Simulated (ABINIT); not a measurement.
# W (Im-3m) in ABINIT: single point with PBE

Aim: the single point of W with PBE.

All numbers are computed with ABINIT 10.8.3 (patched build); they aren't measurements. Logs are shortened: lines on timing, memory, paths and dates and some standing lists are left out, and cuts for length are marked. The log counts tension as positive stress, the text compression.

**1. The structure**

Symmetry: Im-3m, No. 229, cubic system. The conventional cell has a = 3.165 Å, b = 3.165 Å, c = 3.165 Å, α = 90.00°, β = 90.00°, γ = 90.00°. Around W (site symmetry m-3m) lie 8 W at 2.74 Å.

**2. Single point, PBE**

run.abi

```
# Pseudopotentials
pp_dirpath "./"
pseudos "W.upf"

# Structure
acell 2.7407019351 2.7407019351 2.7407019351 Angstrom
rprim
    -0.5773502692     0.5773502692     0.5773502692
     0.5773502692    -0.5773502692     0.5773502692
     0.5773502692     0.5773502692    -0.5773502692
ntypat 1
znucl 74
natom 1
typat 1
xred
     0.0000000000     0.0000000000     0.0000000000

# Plane-wave basis
ecut 30.0

# k points
kptopt 1
ngkpt 9 9 9
nshiftk 1
shiftk 0.0 0.0 0.0

# Exchange and correlation
ixc 11

# Bands and occupations
nband 11
occopt 3
tsmear 0.00183747

# SCF cycle
nstep 100
tolvrs 1.0e-10

# Output
iomode 3
prtwf 0
prtden 0
prteig 0
prtebands 0
enunit 2
```

Potentials or basis: PseudoDojo NC SR PBE v0.4.1 standard.

Launch:

```bash
$ abinit run.abi > log 2>&1
```

run.abo:

```text
.Version 10.8.3 of ABINIT
 Symmetries : space group Im -3 m (#229); Bravais cI (body-center cubic)
================================================================================
 Values of the parameters that define the memory need of the present run
     intxc =       0    ionmov =       0      iscf =       7    lmnmax =       8
     lnmax =       8     mgfft =      27  mpssoang =       4    mqgrid =    3001
     natom =       1  nloc_mem =       1    nspden =       1   nspinor =       1
    nsppol =       1      nsym =      48    n1xccc =    2501    ntypat =       1
    occopt =       3   xclevel =       2
       mpw =         855          nfft =       19683          nkpt =          35
================================================================================
================================================================================

--------------------------------------------------------------------------------
------------- Echo of variables that govern the present computation ------------
--------------------------------------------------------------------------------
 -outvars: echo values of preprocessed input variables --------
            acell      5.1791760501E+00  5.1791760501E+00  5.1791760501E+00 Bohr
              amu      1.83850000E+02
             ecut      3.00000000E+01 Hartree
           enunit           2
              ixc          11
         kptrlatt        9    0    0      0    9    0      0    0    9
          kptrlen      4.66125845E+01
            natom           1
            nband          11
            ngfft          27      27      27
             nkpt          35
            nstep         100
             nsym          48
           ntypat           1
           occopt           3
           prtden           0
        prtebands           0
           prteig           0
            prtwf           0
            rprim     -5.7735026920E-01  5.7735026920E-01  5.7735026920E-01
                       5.7735026920E-01 -5.7735026920E-01  5.7735026920E-01
                       5.7735026920E-01  5.7735026920E-01 -5.7735026920E-01
          spgroup         229
           tolvrs      1.00000000E-10
           tsmear      1.83747000E-03 Hartree
            typat      1
            znucl       74.00000

================================================================================

 chkinp: Checking input parameters for consistency.

================================================================================
== DATASET  1 ==================================================================

--- !DatasetInfo
iteration_state: {dtset: 1, }
dimensions: {natom: 1, nkpt: 35, mband: 11, nsppol: 1, nspinor: 1, nspden: 1, mpw: 855, }
cutoff_energies: {ecut:  30.0, pawecutdg:  -1.0, }
electrons: {nelect:   1.40000000E+01, charge:   0.00000000E+00, occopt:   3.00000000E+00, tsmear:   1.83747000E-03, }
meta: {optdriver: 0, ionmov: 0, optcell: 0, iscf: 7, paral_kgb: 0, }
...

 Exchange-correlation functional for the present dataset will be:
  GGA: Perdew-Burke-Ernzerhof functional - ixc=11
  J.P.Perdew, K.Burke, M.Ernzerhof, PRL 77, 3865 (1996)

 Real(R)+Recip(G) space primitive vectors, cartesian coordinates (Bohr,Bohr^-1):
 R(1)= -2.9901987  2.9901987  2.9901987  G(1)=  0.0000000  0.1672130  0.1672130
 R(2)=  2.9901987 -2.9901987  2.9901987  G(2)=  0.1672130  0.0000000  0.1672130
 R(3)=  2.9901987  2.9901987 -2.9901987  G(3)=  0.1672130  0.1672130  0.0000000
 Unit cell volume ucvol=  1.0694491E+02 bohr^3
 Angles (23,13,12)=  1.09471221E+02  1.09471221E+02  1.09471221E+02 degrees

 getcut: wavevector=  0.0000  0.0000  0.0000  ngfft=  27  27  27
         ecut(hartree)=     30.000   => boxcut(ratio)=   2.03905

--- Pseudopotential description ------------------------------------------------
- pspini: atom type   1  psp file is ./W.upf
12 -101130 3 -1 1396                          pspcod,pspxc,lmax,lloc,mmax
     nproj     2     2     2     2

   1.63903531E+02                                ecore*ucvol(ha*bohr**3)
--------------------------------------------------------------------------------

================================================================================

--- !BeginCycle
iteration_state: {dtset: 1, }
solver: {iscf: 7, nstep: 100, nline: 4, wfoptalg: 0, }
tolerances: {tolvrs: 1.00E-10, }
...

     iter   Etot(hartree)      deltaE(h)  residm     vres2
 ETOT  1  -75.830911297709    -7.583E+01 2.148E-01 2.114E+01
 ETOT  2  -75.852635338208    -2.172E-02 4.351E-02 2.236E+00
 ETOT  3  -75.853224469222    -5.891E-04 2.327E-03 1.683E-03
 ETOT  4  -75.853225026967    -5.577E-07 1.522E-03 8.226E-06
 ETOT  5  -75.853225028954    -1.987E-09 1.896E-04 1.540E-08
 ETOT  6  -75.853225028959    -4.846E-12 8.057E-04 3.140E-10
 ETOT  7  -75.853225028957     1.847E-12 1.724E-04 6.911E-13

 At SCF step    7       vres2   =  6.91E-13 < tolvrs=  1.00E-10 =>converged.

 Cartesian components of stress tensor (hartree/bohr^3)
  sigma(1 1)= -1.71717985E-04  sigma(3 2)=  0.00000000E+00
  sigma(2 2)= -1.71717985E-04  sigma(3 1)=  0.00000000E+00
  sigma(3 3)= -1.71717985E-04  sigma(2 1)=  0.00000000E+00

--- !ResultsGS
iteration_state: {dtset: 1, }
comment   : Summary of ground state results
lattice_vectors:
- [ -2.9901987,   2.9901987,   2.9901987, ]
- [  2.9901987,  -2.9901987,   2.9901987, ]
- [  2.9901987,   2.9901987,  -2.9901987, ]
lattice_lengths: [   5.17918,    5.17918,    5.17918, ]
lattice_angles: [109.471, 109.471, 109.471, ] # degrees, (23, 13, 12)
lattice_volume:   1.0694491E+02
convergence: {deltae:  1.847E-12, res2:  6.911E-13, residm:  1.724E-04, diffor: null, }
etotal    :  -7.58532250E+01
entropy   :   0.00000000E+00
fermie    :   7.21572028E-01
cartesian_stress_tensor: # hartree/bohr^3
- [ -1.71717985E-04,   0.00000000E+00,   0.00000000E+00, ]
- [  0.00000000E+00,  -1.71717985E-04,   0.00000000E+00, ]
- [  0.00000000E+00,   0.00000000E+00,  -1.71717985E-04, ]
pressure_GPa:   5.0521E+00
xred      :
- [  0.0000E+00,   0.0000E+00,   0.0000E+00,  W]
cartesian_forces: # hartree/bohr
- [ -0.00000000E+00,  -0.00000000E+00,  -0.00000000E+00, ]
force_length_stats: {min:   0.00000000E+00, max:   0.00000000E+00, mean:   0.00000000E+00, }
...

 Integrated electronic density in atomic spheres:
 ------------------------------------------------
 Atom  Sphere_radius  Integrated_density
    1        2.00000         10.17671122
================================================================================

 ----iterations are completed or convergence reached----

 Mean square residual over all n,k,spin=   75.913E-08; max=  17.235E-05
 reduced coordinates (array xred) for    1 atoms
       0.000000000000      0.000000000000      0.000000000000
 rms dE/dt=  0.0000E+00; max dE/dt=  0.0000E+00; dE/dt below (all hartree)
    1       0.000000000000      0.000000000000      0.000000000000

 cartesian coordinates (angstrom) at end:
    1      0.00000000000000     0.00000000000000     0.00000000000000

 cartesian forces (hartree/bohr) at end:
    1     -0.00000000000000    -0.00000000000000    -0.00000000000000
 frms,max,avg= 0.0000000E+00 0.0000000E+00   0.000E+00  0.000E+00  0.000E+00 h/b

 cartesian forces (eV/Angstrom) at end:
    1     -0.00000000000000    -0.00000000000000    -0.00000000000000
 frms,max,avg= 0.0000000E+00 0.0000000E+00   0.000E+00  0.000E+00  0.000E+00 e/A
 length scales=  5.179176050084  5.179176050084  5.179176050084 bohr
              =  2.740701935100  2.740701935100  2.740701935100 angstroms
 Fermi (or HOMO) energy (hartree) =   0.72157   Average Vxc (hartree)=  -0.51688
 Eigenvalues (hartree) for nkpt=  35  k points:
 kpt#   1, nband= 11, wtk=  0.00137, kpt=  0.0000  0.0000  0.0000 (reduced coord)
  -2.00716   -0.66803   -0.66803   -0.66803    0.36490    0.67386    0.67386    0.67386
   0.80213    0.80213    1.25204
      occupation numbers for kpt#   1
   2.00000    2.00000    2.00000    2.00000    2.00000    2.00000    2.00000    2.00000
   0.00000    0.00000    0.00000
 prteigrs : prtvol=0 or 1, do not print more k-points.

 Fermi (or HOMO) energy (eV) =  19.63498   Average Vxc (eV)= -14.06514
 Eigenvalues (   eV  ) for nkpt=  35  k points:
 kpt#   1, nband= 11, wtk=  0.00137, kpt=  0.0000  0.0000  0.0000 (reduced coord)
 -54.61750  -18.17808  -18.17808  -18.17808    9.92947   18.33659   18.33659   18.33659
  21.82703   21.82703   34.06977
 prteigrs : prtvol=0 or 1, do not print more k-points.

--- !EnergyTerms
iteration_state     : {dtset: 1, }
comment             : Components of total free energy in Hartree
kinetic             :  2.03150538540847E+01
hartree             :  8.01157215357514E+00
xc                  : -1.65818928030674E+01
Ewald energy        : -5.96356489005539E+01
psp_core            :  1.53259773681563E+00
local_psp           : -4.20944653276198E+01
non_local_psp       :  1.25998679563863E+01
internal            : -7.58529153303794E+01
'-kT*entropy'       : -3.09698577659032E-04
total_energy        : -7.58532250289571E+01
total_energy_eV     : -2.06407140426626E+03
band_energy         : -4.57533937599032E+00
...

 Cartesian components of stress tensor (hartree/bohr^3)
  sigma(1 1)= -1.71717985E-04  sigma(3 2)=  0.00000000E+00
  sigma(2 2)= -1.71717985E-04  sigma(3 1)=  0.00000000E+00
  sigma(3 3)= -1.71717985E-04  sigma(2 1)=  0.00000000E+00

-Cartesian components of stress tensor (GPa)         [Pressure=  5.0521E+00 GPa]
- sigma(1 1)= -5.05211754E+00  sigma(3 2)=  0.00000000E+00
- sigma(2 2)= -5.05211754E+00  sigma(3 1)=  0.00000000E+00
- sigma(3 3)= -5.05211754E+00  sigma(2 1)=  0.00000000E+00

== END DATASET(S) ==============================================================
================================================================================

 -outvars: echo values of variables after computation  --------
            acell      5.1791760501E+00  5.1791760501E+00  5.1791760501E+00 Bohr
           etotal     -7.5853225029E+01
            fcart     -0.0000000000E+00 -0.0000000000E+00 -0.0000000000E+00
            rprim     -5.7735026920E-01  5.7735026920E-01  5.7735026920E-01
                       5.7735026920E-01 -5.7735026920E-01  5.7735026920E-01
                       5.7735026920E-01  5.7735026920E-01 -5.7735026920E-01
           strten     -1.7171798496E-04 -1.7171798496E-04 -1.7171798496E-04
                       0.0000000000E+00  0.0000000000E+00  0.0000000000E+00
 Calculation completed.
```

Wall time 8.8 s (1 thread of Arm Neoverse V1, shared host); peak memory 0.06 GiB.

Results:

```
Free energy                                           : -2064.0714 eV
Pressure                                              : 5.1 GPa
Band gap on the k mesh                                : none (metal or under the smearing width)
Valence electrons inside the program's atomic spheres : W 10.18 (radii [1.0584] Å)
```

Levels at points of the mesh, in eV from the Fermi level:
```tsv
k point	band 3	band 4	band 5	band 6	band 7	band 8	band 9	band 10	band 11
(0.00, 0.00, 0.00)	-37.81	-37.81	-9.71	-1.30	-1.30	-1.30	2.19	2.19	14.43
```
